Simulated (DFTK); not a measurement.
As, 2 atoms in the cell. It takes space group R-3m (No. 166, trigonal). Conventional cell: a = 3.762 Å, b = 3.762 Å, c = 10.542 Å, α = 90.00°, β = 90.00°, γ = 120.00°. Around As (site symmetry 3m) lie 3 As at 2.51 Å. 

| Property | Result |
| --- | --- |
| Program | DFTK 0.8.2 |
| Task | band structure |
| Functional | LDA |
| Potentials or basis | SG15 1.2 (PBE) |
| Cutoff | 1225 eV |
| k mesh | 7 × 7 × 7 |
| Occupations | fermi-dirac, width 0.05 eV |
| Spin | no spin polarisation |
| Valence electrons | As 5 |
| SCF tolerance on the density | 1e-06 |

Potentials or basis: SG15 1.2 (PBE).

Run with:

```console
$ julia --threads=1 run.jl  # save.jl only writes the numbers to a file and isn't shown; printed stress counts tension as positive; times include loading and compiling
```

Hardware: 1 thread of Intel(R) Xeon(R) Processor @ 2.50GHz (Skylake/Cascade Lake) (shared host).

**Question.** Estimate the wall time of this run.

**Answer.** Wall time 9.2 min on 1 thread of Intel(R) Xeon(R) Processor @ 2.50GHz (Skylake/Cascade Lake), on a shared host, peak memory 2 GiB. Counts: scf iterations 8, k points 44, plane waves 4220, bands 10.
